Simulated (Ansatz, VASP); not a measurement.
# Two plane-wave programs on GaP

File INCAR:

```
  ALGO = Normal
  EDIFF = 1E-7
  ENCUT = 520
  GGA = PS
  ISIF = 2
  ISMEAR = 0
  LASPH = T
  LCHARG = T
  LELF = T
  LREAL = F
  LVHAR = T
  LWAVE = F
  NBANDS = 16
  NELM = 80
  PREC = Accurate
  SIGMA = 0.02
```

Contents of KPOINTS:

```
k-points
0
Gamma
  8 8 8
```

The input POSCAR:

```
GaP
1.0
    0.0000000000      2.8202249625      2.8202249625
    2.8202249625      0.0000000000      2.8202249625
    2.8202249625      2.8202249625      0.0000000000
Ga P
1 1
Direct
    0.0000000000      0.0000000000      0.0000000000
    0.7500000000      0.7500000000      0.7500000000
```

Input for Ansatz:

```yaml
crystal:
  lattice:
    - [0.0, 2.8202249625, 2.8202249625]
    - [2.8202249625, 0.0, 2.8202249625]
    - [2.8202249625, 2.8202249625, 0.0]
  atoms:
    - { symbol: Ga, position: [0.0, 0.0, 0.0] }
    - { symbol: P, position: [0.75, 0.75, 0.75] }
basis:
  ecutwfc: 420
kpoints:
  mp_grid: { grid: [8, 8, 8] }
hamiltonian:
  xc: pbesol
scf:
  occupations: { method: gaussian, width: 0.02 }
output:
  forces: true
  stress: true
  eigenvalues: true
```

Alike in both runs: task single point; functional PBEsol; k mesh 8 × 8 × 8; occupations gaussian, width 0.02 eV; no spin polarisation.

|  | VASP | Ansatz |
| --- | --- | --- |
| version | VASP 6.6.1 | Ansatz 0.2.0 |
| potentials or method | VASP PAW PBE potentials, release 64 (Ga_d, P) | scalar-relativistic, plane waves, PAW |
| plane-wave cutoff (eV) | 520 | 420 |
| valence electrons in the cell | 18 | 18 |

```tsv
	VASP	Ansatz	Ansatz less VASP
gap on the k mesh at the Fermi level (eV)	0.93	0.93	-0.003
least direct gap on the mesh (eV)	0.93	0.93	-0.003
pressure (GPa)	-7.3	-7.3	+0.02
```

Caveats: the PAW data sets were made with another functional, which shifts forces and pressure a little (VASP). A k mesh can miss the band edges.
